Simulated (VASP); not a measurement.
Crystal: Se.

```xyz
3
Lattice="4.3662 0.0000 0.0000 -2.1831 3.7812 0.0000 0.0000 0.0000 4.9536" Properties=species:S:1:pos:R:3 pbc="T T T"
Se    1.6910    2.9289    0.0000
Se   -0.4921    0.8523    3.3024
Se    0.9841    0.0000    1.6512
```

Base run:

| Item | Value |
| --- | --- |
| Program | VASP 6.6.1 |
| Functional | PBE |
| Potentials or basis | VASP PAW PBE potentials, release 64 (Se) |
| Cutoff | 520 eV |
| k mesh | 8 × 8 × 6 |
| Occupations | gaussian, width 0.02 eV |
| Spin | no spin polarisation |

Its results: band gap on the k mesh 1.16 eV, indirect (least direct gap 1.24 eV); pressure 2.9 GPa; largest force 0.434 eV/Å.

**Question.** The run is repeated on the same cell with these changes: functional from PBE to LDA; potentials or basis from VASP PAW PBE potentials, release 64 (Se) to VASP PAW LDA potentials, release 64 (Se). What comes out?

**Answer.** Band gap on the k mesh 1.07 eV, indirect (least direct gap 1.14 eV); pressure -1.1 GPa; largest force 0.263 eV/Å.

Caveats: the mesh misses the band edges, which the band path finds closer together.

Not every run made on this cell is shown here.
